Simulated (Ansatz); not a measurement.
AlP (F-43m) from a database of computed structures (r2SCAN geometry), in Ansatz:

```yaml
crystal:
  lattice:
    - [0.00000, 2.73926, 2.73926]
    - [2.73926, 0.00000, 2.73926]
    - [2.73926, 2.73926, 0.00000]
  atoms:
    - { symbol: Al, position: [0.00000, 0.00000, 0.00000] }
    - { symbol: P, position: [0.75000, 0.75000, 0.75000] }
```

G0W0@PBE with 304 empty bands, a screening cutoff of 220 eV and a 6×6×6 mesh (PAW, contour deformation) gives 2.398 eV over the mesh points, from a PBE gap of 1.599 eV; it sums over 308 bands with 307 plane waves in the screening and a wave cutoff of 420 eV. G0W0 values are finite-basis, finite-mesh values. Spin-unpolarised throughout; all numbers are computed.

Question: Estimate the gap with potentials of the kind norm-conserving.

Answer: 2.388 eV (-0.010 eV), from a Kohn-Sham gap of 1.597 eV.

Question: Estimate the gap with mesh 8×8×8, empty bands 66, screening cutoff 80 eV.

Answer: 2.203 eV (-0.195 eV), from a Kohn-Sham gap of 1.601 eV.
